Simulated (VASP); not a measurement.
# BAs (F-43m) in VASP: further runs

Runs on BAs. Level: PBE. Tasks: dielectric tensor, G0W0 quasiparticle levels.

Everything below comes from runs of VASP 6.6.1. Logs are shortened: lines on timing, memory, paths and dates and some standing lists are left out, and cuts for length are marked.

### Step 1. The structure

Symmetry: F-43m, No. 216, cubic system. The conventional cell has a = 4.777 Å, b = 4.777 Å, c = 4.777 Å, α = 90.00°, β = 90.00°, γ = 90.00°. Around As (site symmetry -43m) lie 4 B at 2.07 Å. B (site symmetry -43m) is surrounded by 4 As at 2.07 Å.

### Step 2. Dielectric tensor, PBE

The input, INCAR:

```
SYSTEM = BAs
ALGO = Normal
EDIFF = 1E-8
ENCUT = 520
GGA = PE
ISIF = 2
ISMEAR = 0
LASPH = .True.
LCHARG = .False.
LEPSILON = .True.
LREAL = .False.
LWAVE = .False.
NELM = 100
PREC = Accurate
SIGMA = 0.01
```

The input, KPOINTS:

```
k-points
0
Gamma
  8 8 8
  0 0 0
```

The input, POSCAR:

```
BAs
1.0
    0.0000000000      2.3885000000      2.3885000000
    2.3885000000      0.0000000000      2.3885000000
    2.3885000000      2.3885000000      0.0000000000
As B
1 1
Direct
    0.7500000000      0.7500000000      0.7500000000
    0.0000000000      0.0000000000      0.0000000000
```

Potentials or basis: VASP PAW PBE potentials, release 64 (As, B).

On the command line:

```
$ cat potpaw_PBE.64/As/POTCAR potpaw_PBE.64/B/POTCAR > POTCAR
$ mpirun -np 1 vasp_std > vasp.out
```

OUTCAR:

```text
SYSTEM = BAs
   EDIFF = 1E-8
   ENCUT = 520
   GGA = PE
   ISIF = 2
   ISMEAR = 0
   LASPH = .True.
   LEPSILON = .True.
   LREAL = .False.
   NELM = 100
   PREC = Accurate

 Found     29 irreducible k-points:

 Following reciprocal coordinates:
            Coordinates               Weight
  0.000000  0.000000  0.000000      1.000000
  0.125000  0.000000  0.000000      8.000000
  0.250000  0.000000  0.000000      8.000000
  0.375000  0.000000  0.000000      8.000000
  0.500000  0.000000  0.000000      4.000000
  0.125000  0.125000  0.000000      6.000000
   k-points           NKPTS =     29   k-points in BZ     NKDIM =     29   number of bands    NBANDS=      8
   number of dos      NEDOS =    301   number of ions     NIONS =      2
   total plane-waves  NPLWV =  21952
   dimension x,y,z NGX =    28 NGY =   28 NGZ =   28
   dimension x,y,z NGXF=    56 NGYF=   56 NGZF=   56
   ions per type =               1   1
   NGX,Y,Z   is equivalent  to a cutoff of  13.78, 13.78, 13.78 a.u.
   NGXF,Y,Z  is equivalent  to a cutoff of  27.56, 27.56, 27.56 a.u.
 SYSTEM =  BAs
   PREC   = accura    normal or accurate (medium, high low for compatibility)
   ISTART =      0    job   : 0-new  1-cont  2-samecut
   ICHARG =      2    charge: 1-file 2-atom 10-const
   ISPIN  =      1    spin polarized calculation?
   LNONCOLLINEAR =      F non collinear calculations
   LSORBIT =      F    spin-orbit coupling
   LASPH  =      T    aspherical Exc in radial PAW
   ENCUT  =  520.0 eV  38.22 Ry    6.18 a.u.   6.28  6.28  6.28*2*pi/ulx,y,z
   NELM   =    100;   NELMIN=  2; NELMDL= -5     # of ELM steps
   EDIFF  = 0.1E-07   stopping-criterion for ELM
   LREAL  =      F    real-space projection
   EDIFFG = 0.1E-06   stopping-criterion for IOM
   NSW    =      0    number of steps for IOM
   IBRION =     -1    ionic relax: 0-MD 1-quasi-New 2-CG
   NFREE  =      0    steps in history (QN), initial steepest desc. (CG)
   ISIF   =      2    stress and relaxation
   ISYM   =      2    0-nonsym 1-usesym 2-fastsym
   POTIM  = 0.5000    time-step for ionic-motion
   TEBEG  =    0.0;   TEEND  =   0.0 temperature during run
   PSTRESS=    0.0 pullay stress
   NELECT =       8.0000    total number of electrons
   NUPDOWN=      -1.0000    fix difference up-down
   EMIN   =  10.00;   EMAX   =-10.00  energy-range for DOS
   EFERMI =   0.00;   METHOD = LEGACY
   ISMEAR =     0;   SIGMA  =   0.01  broadening in eV -4-tet -1-fermi 0-gaus
   EFERMI_NEDOS =   21; number of points for ismear=-14 and -15
   IALGO  =     38    algorithm
   IMIX   =      4    mixing-type and parameters
     AMIX     =   0.40;   BMIX     =  1.00
     AMIX_MAG =   1.60;   BMIX_MAG =  1.00
  volume/ion in A,a.u.               =      13.63        91.95
  Fermi-wavevector in a.u.,A,eV,Ry     =   1.088018  2.056057 16.106360  1.183784
  Thomas-Fermi vector in A             =   2.224191
   LORBIT       =      0    0 simple, 1 ext, 2 COOP (PROOUT), +10 PAW based schemes
   GGA     = PE    functional components
   LHFCALC =     F    Hartree Fock is set to
   AEXX    =    0.0000 exact exchange contribution
   IVDW    =     0    specifies the selected vdW correction
   LEPSILON=     T    determine dielectric tensor
   LRPA    =     F    only Hartree local field effects (RPA)
 non-spin polarized calculation
 Gauss-broadening in eV      SIGMA  =   0.01
  energy-cutoff  :      520.00
  volume of cell :       27.25
 maximum number of plane-waves:       754
 NGX is ok and might be reduce to    28
   NGX = 13   NGY = 13   NGZ = 13

--------------------------------------- Ionic step        1  -------------------------------------------

 number of electron       8.0000000 magnetization

 E-fermi :   6.1954     XC(G=0): -10.5838

 val. band max:        6.1271255218   @ k =   0.0000   0.0000   0.0000
 cond. band min:       7.3159886261   @ k =   0.3750   0.3750   0.0000
 fundamental gap:      1.1888631042
 Fermi energy:         6.1954177690

 k-point     1 :       0.0000    0.0000    0.0000
  band No.  band energies     occupation
      1      -9.2744      2.00000
      2       6.1271      2.00000
      3       6.1271      2.00000
      4       6.1271      2.00000
      5       9.4032      0.00000
      6       9.4032      0.00000
      7       9.4032      0.00000
      8      10.8140      0.00000

 k-point     2 :       0.1250    0.0000    0.0000
  band No.  band energies     occupation
      1      -9.0184      2.00000
      2       4.1622      2.00000
      3       5.6887      2.00000
      4       5.6887      2.00000
      5       9.5215      0.00000
      6       9.9802      0.00000
      7       9.9802      0.00000
      8      12.0867      0.00000

 k-point     3 :       0.2500    0.0000    0.0000
  band No.  band energies     occupation
      1      -8.2729      2.00000
      2       1.1879      2.00000
      3       4.9779      2.00000
      4       4.9779      2.00000
      5       9.1931      0.00000
      6      10.7786      0.00000
      7      10.7786      0.00000
      8      14.0259      0.00000

 k-point     4 :       0.3750    0.0000    0.0000
  band No.  band energies     occupation
      1      -7.1659      2.00000
      2      -1.3929      2.00000
      3       4.4783      2.00000
      4       4.4783      2.00000
      5       8.9161      0.00000
      6      10.9568      0.00000
      7      10.9568      0.00000
      8      14.9543      0.00000

 k-point     5 :       0.5000    0.0000    0.0000
  band No.  band energies     occupation
      1      -6.4026      2.00000
      2      -2.6622      2.00000
      3       4.3053      2.00000
      4       4.3053      2.00000
      5       8.8191      0.00000
      6      10.9071      0.00000
      7      10.9071      0.00000
      8      14.9919      0.00000

 k-point     6 :       0.1250    0.1250    0.0000
  band No.  band energies     occupation
      1      -8.9325      2.00000
      2       4.6787      2.00000
      3       4.9648      2.00000
      4       4.9648      2.00000
      5       8.7044      0.00000
      6      10.9338      0.00000
      7      10.9338      0.00000
      8      11.7592      0.00000

 [... further k-points ...]

  FORCE on cell =-STRESS in cart. coord.  units (eV):
  Direction    XX          YY          ZZ          XY          YZ          ZX
  --------------------------------------------------------------------------------------
  -------------------------------------------------------------------------------------
  Total        0.5836134      0.5836134      0.5836134      0.0000000      0.0000000     -0.0000000
  in kB       34.3107421     34.3107421     34.3107421      0.0000000      0.0000000     -0.0000000
  external PRESSURE =      34.3107421 kB  Pullay stress =       0.0000000 kB

 VOLUME and BASIS-vectors are now :
 -----------------------------------------------------------------------------
  energy-cutoff  :      520.00
  volume of cell :       27.25
      direct lattice vectors                 reciprocal lattice vectors
     0.000000000  2.388500000  2.388500000    -0.209336404  0.209336404  0.209336404
     2.388500000  0.000000000  2.388500000     0.209336404 -0.209336404  0.209336404
     2.388500000  2.388500000  0.000000000     0.209336404  0.209336404 -0.209336404

 POSITION                                       TOTAL-FORCE (eV/Angst)
 -----------------------------------------------------------------------------------
      3.58275      3.58275      3.58275        -0.000000     -0.000000     -0.000000
      0.00000      0.00000      0.00000         0.000000      0.000000      0.000000
 -----------------------------------------------------------------------------------
    total drift:                                0.000000      0.000000      0.000000

  FREE ENERGIE OF THE ION-ELECTRON SYSTEM (eV)
  ---------------------------------------------------
  free  energy   TOTEN  =       -11.4042153808 eV

  energy  without entropy=      -11.4042153808  energy(sigma->0) =      -11.40421538

 HEAD OF MICROSCOPIC STATIC DIELECTRIC TENSOR (INDEPENDENT PARTICLE, excluding Hartree and local field effects)
 ------------------------------------------------------
          10.471947    -0.000000     0.000000
           0.000000    10.471947     0.000000
          -0.000000     0.000000    10.471947
 ------------------------------------------------------

 Free energy of the ion-electron system (eV)
  ---------------------------------------------------
  ---------------------------------------------------
  free energy    TOTEN  =        -0.74622166 eV

  energy without entropy =       -0.74622166

------------------------ aborting loop because EDIFF is reached ----------------------------------------

--------------------------------------- Ionic step        2  -------------------------------------------

------------------------ aborting loop because EDIFF is reached ----------------------------------------

--------------------------------------- Ionic step        3  -------------------------------------------

 Free energy of the ion-electron system (eV)
  ---------------------------------------------------
  ---------------------------------------------------
  free energy    TOTEN  =        -0.74622186 eV

  energy without entropy =       -0.74622186

------------------------ aborting loop because EDIFF is reached ----------------------------------------

 PIEZOELECTRIC TENSOR FIELD DIRECTION 3  (e Angst)
 -----------------------------------------------------------------------------
    -0.00021 -0.15016  0.00000           ( -0.00000 -0.10121  0.00000)
    -0.15016 -0.00021  0.00000           ( -0.10121 -0.00000  0.00000)
     0.00000  0.00000 -0.00037           (  0.00000  0.00000 -0.00000)

 PIEZOELECTRIC TENSOR FIELD DIRECTION 3  (C/m^2)
 -----------------------------------------------------------------------------
    -0.00012 -0.08828  0.00000
    -0.08828 -0.00012  0.00000
     0.00000  0.00000 -0.00022

 MACROSCOPIC STATIC DIELECTRIC TENSOR (including local field effects in DFT)
 ------------------------------------------------------
          10.175390    -0.000000     0.000000
           0.000000    10.175390    -0.000000
          -0.000000     0.000000    10.175390
 ------------------------------------------------------

 PIEZOELECTRIC TENSOR (including local field effects)  for field in x, y, z        (e  Angst)
          XX          YY          ZZ          XY          YZ          ZX
  --------------------------------------------------------------------------------
  x     0.00000    -0.00000    -0.00000     0.00000    -0.14237     0.00000
  y     0.00000    -0.00000     0.00000     0.00000     0.00000    -0.14237
  z     0.00000     0.00000     0.00000    -0.14237     0.00000     0.00000

 PIEZOELECTRIC TENSOR (including local field effects)  for field in x, y, z        (C/m^2)
          XX          YY          ZZ          XY          YZ          ZX
  --------------------------------------------------------------------------------
  x     0.00000    -0.00000    -0.00000     0.00000    -0.08370     0.00000
  y     0.00000    -0.00000     0.00000     0.00000     0.00000    -0.08370
  z     0.00000     0.00000     0.00000    -0.08370     0.00000     0.00000

 BORN EFFECTIVE CHARGES (including local field effects) (in |e|, cummulative output)
 ---------------------------------------------------------------------------------
 ion    1
    1     0.52376    -0.00000    -0.00000
    2     0.00000     0.52376     0.00000
    3     0.00000     0.00000     0.52376
 ion    2
    1    -0.52376     0.00000     0.00000
    2     0.00000    -0.52376     0.00000
    3     0.00000    -0.00000    -0.52376
```

It took 3.5 min on 1 thread of AMD EPYC, shared host; peak memory 0.18 GiB.

These settings aren't checked as converged: the numbers below hold their error.

Results:

- Band gap on the k mesh: 1.19 eV, indirect (least direct gap 3.28 eV)
- Electronic dielectric tensor (diagonal): 10.18
- Born charges (mean of the diagonal): As +0.52; B -0.52 e

[end of part 1 of 2]
